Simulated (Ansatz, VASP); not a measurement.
## Pd: VASP beside Ansatz

```
Pd
1.0
    -1.52789    1.52789    1.52789
     1.52789   -1.52789    1.52789
     1.52789    1.52789   -1.52789
Pd
1
Cartesian
  0.0000 0.0000 0.0000
```

Alike in both runs: task single point; functional LDA; k mesh 16 × 16 × 16; occupations fermi-dirac, width 0.05 eV; collinear spin.

|  | VASP | Ansatz |
| --- | --- | --- |
| version | VASP 6.6.1 | Ansatz 0.2.0 |
| potentials or method | VASP PAW LDA potentials, release 64 (Pd) | plane waves (420 eV) with PAW, scalar-relativistic |
| plane-wave cutoff (eV) | 520 | 420 |
| valence electrons in the cell | 10 | 18 |

VASP gave:

| Quantity | Value |
| --- | --- |
| pressure (GPa) | 0.2 |
| net moment per atom (μB) | 0.00 |

Problem. Estimate Ansatz's values.

Solution. Pressure (GPa): 0.0; net moment per atom (μB): 0.00.

The two sets of potentials don't hold the same shells in valence. Ansatz warned: «pseudo_functional_mismatch».
